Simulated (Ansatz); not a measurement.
Fluorite SnO2, relaxed with r2SCAN in the PAW code Ansatz: space group Fm-3m (No. 225), cubic; a = 5.067 Å in the conventional setting, 10.84 Å³ an atom. Around Sn lie 8 O at 2.19 Å; around O lie 4 Sn at 2.19 Å. The primitive cell holds 3 atoms in 32.52 Å³. The calculation is non-magnetic, and the structure need not be a phase that has been made.

Computed values: PBE gives a gap of 0.29 eV and PBE0 (25 % exact exchange) 2.37 eV; one over PBE's mean ε∞ is 0.178. HSE06+SOC (6×6×6) gives a least gap of 1.69 eV and a least direct gap of 3.13 eV. r2SCAN's ε∞ is 4.98.

Question: What is the density?

Answer: The cell holds 1 Sn, 2 O: M = 1×118.710 + 2×15.999 = 150.71 u in V = 32.52 Å³. ρ = 1.66054 × M/V = 1.66054 × 150.71/32.52 = 7.696 g/cm³, for the static r2SCAN lattice.

Question: Taking the gap as linear in the share of unscreened exchange, estimate the gap of the hybrid whose share is 1/ε∞.

Answer: The slope is (2.37 − 0.29)/0.25 = 8.32 eV per unit share, so E_g ≈ 0.29 + 8.32 × 0.178 = 1.77 eV. The run with that share gives 1.74 eV (6×6×6 mesh), -0.03 eV from the straight line.

Question: At what wavelength does absorption set in by HSE06+SOC, excitons left aside?

Answer: λ = 1239.84 eV nm/E: 734 nm for the least gap, where it needs phonons and is weak, and 396 nm for direct transitions.

Question: What refractive index and reflectivity at normal incidence follow, below the gap and above the phonons?

Answer: n = √4.98 = 2.232; R = ((n − 1)/(n + 1))² = (1.232/3.232)² = 14.5 % a face.

Only the levels marked +SOC include spin-orbit coupling.

The meshes of the hybrids are coarse, so their gaps aren't converged to the digits shown.
